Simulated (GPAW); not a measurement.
LiCl:

```
Cl Li
1.0
     0.00000    2.56477    2.56477
     2.56477    0.00000    2.56477
     2.56477    2.56477    0.00000
Cl Li
1 1
Direct
  0.50000 0.50000 0.50000
  0.00000 0.00000 0.00000
```

- Program: GPAW 26.7.0
- Task: relaxation of cell and atoms
- Functional: PBEsol
- Dispersion: D3(BJ)+ATM
- Potentials or basis: PAW data sets generated in the run's folder for this functional
- Cutoff: 800 eV
- Basis: pw
- k mesh: 9 × 9 × 9
- Occupations: fermi-dirac, width 0.05 eV
- Spin: no spin polarisation

At the start: pressure -2.7 GPa; volume 16.87 Å³/atom.

Question: How do energy, volume and symmetry change on relaxing?

Answer: Over 4 steps the energy falls by 11.7 meV/atom and the volume is 15.56 Å³/atom (-7.8 %); space group Fm-3m (No. 225, to 0.05 Å).

The path:
```tsv
step	energy change (eV)	largest force (eV/Å)	pressure (GPa)	volume (Å³)
1	0.0000	0.0000	-2.68	33.74
2	-0.0033	0.0000	-2.52	33.54
3	-0.0231	0.0000	0.32	30.84
4	-0.0234	0.0000	-0.03	31.12
```

Final structure:
```xyz
2
Lattice="0.0000 2.4964 2.4964 2.4964 0.0000 2.4964 2.4964 2.4964 0.0000" Properties=species:S:1:pos:R:3 pbc="T T T"
Cl    2.4964    2.4964    2.4964
Li    0.0000    0.0000    0.0000
```

Caveat: later steps reuse the first step's grids.
